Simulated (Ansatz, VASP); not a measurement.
This is a calculation of SiNi for VASP 6.6.1.

The input INCAR:

```
ALGO     = Normal         # electronic algorithm
EDIFF    = 1E-7           # SCF threshold, eV
ENCUT    = 520            # plane-wave cutoff, eV
GGA      = PS             # functional
ISIF     = 2              # what is computed and relaxed
ISMEAR   = -1             # smearing method
ISPIN    = 2              # spin polarisation
KPAR     = 2            
LASPH    = T              # aspherical terms in the spheres
LCHARG   = F              # write CHGCAR
LMAXMIX  = 4              # l up to which the mixer works
LORBIT   = 11             # projections on sites
LREAL    = F              # projectors in reciprocal space
LWAVE    = F              # write WAVECAR
MAGMOM   = 1 1 1 1 0 0 0 0 # initial moments
NBANDS   = 42             # bands
NELM     = 150            # most SCF steps
PREC     = Accurate       # precision mode
SIGMA    = 0.05           # smearing width, eV
```

The input KPOINTS:

```
k-points
0
Gamma
  6 6 6
```

POSCAR

```
SiNi
1.0
    4.5629599280      0.0000000000      0.0000000000
    0.0000000000      4.5629599280      0.0000000000
    0.0000000000      0.0000000000      4.5629599280
Ni Si
4 4
Direct
    0.1495040000      0.1495040000      0.1495040000
    0.6495040000      0.3504960000      0.8504960000
    0.8504960000      0.6495040000      0.3504960000
    0.3504960000      0.8504960000      0.6495040000
    0.8468300000      0.8468300000      0.8468300000
    0.3468300000      0.6531700000      0.1531700000
    0.1531700000      0.3468300000      0.6531700000
    0.6531700000      0.1531700000      0.3468300000
```

Potentials or basis: VASP PAW PBE potentials, release 64 (Ni, Si).

The run is started by

```sh
$ cat potpaw_PBE.64/Ni/POTCAR potpaw_PBE.64/Si/POTCAR > POTCAR
$ mpirun -np 2 vasp_std > vasp.out
```

Q: Translate it to Ansatz 0.2.0. Potentials there: Ansatz PAW.

A: As run (the cutoff follows the program's own potentials):

The input input.yaml:

```yaml
crystal:
  lattice:
    - [4.562959928, 0.0, 0.0]
    - [0.0, 4.562959928, 0.0]
    - [0.0, 0.0, 4.562959928]
  atoms:
    - { symbol: Ni, position: [0.149504, 0.149504, 0.149504], spin: 1.0 }
    - { symbol: Ni, position: [0.649504, 0.350496, 0.850496], spin: 1.0 }
    - { symbol: Ni, position: [0.850496, 0.649504, 0.350496], spin: 1.0 }
    - { symbol: Ni, position: [0.350496, 0.850496, 0.649504], spin: 1.0 }
    - { symbol: Si, position: [0.84683, 0.84683, 0.84683] }
    - { symbol: Si, position: [0.34683, 0.65317, 0.15317] }
    - { symbol: Si, position: [0.15317, 0.34683, 0.65317] }
    - { symbol: Si, position: [0.65317, 0.15317, 0.34683] }
hamiltonian:
  xc: pbesol
  pseudopotentials: { kind: paw }
magnetization:
  spin_polarized: true
kpoints:
  mp_grid: { grid: [6, 6, 6] }
scf:
  occupations: { method: fermi_dirac, width: 0.05 }
output:
  forces: true
  stress: true
  eigenvalues: true
```

Potentials or basis: Ansatz PAW.

Launch:

```console
$ ansatz run input.yaml --threads 4 --pin off --max-ram 11264MiB --backend cpu --events-out ev --progress --plain --runs-dir out
```

Both were run:

|  | VASP | Ansatz | Ansatz less VASP |
| --- | --- | --- | --- |
| gap on the k mesh at the Fermi level (eV) | none | none | - |
| pressure (GPa) | -10.8 | -11.0 | -0.23 |
| rms of the force components (eV/Å) | 0.032 | 0.033 | +0.0004 |
| net moment per atom (μB) | 0.00 | 0.00 | 0.000 |

Atom by atom the forces differ by 0.001 eV/Å (rms over components). A gap of «none» marks a metal or a gap that the smearing closes. With one functional, cell and mesh, what is left measures potentials, basis and numerics. The two sets of potentials don't hold the same shells in valence.

Caveats: the PAW data sets were made with another functional, which shifts forces and pressure a little (VASP); the PAW data sets come from PBE, with cores solved anew for the run's functional, which leaves a small shift of forces and pressure (Ansatz); the starting moments weren't kept (Ansatz).
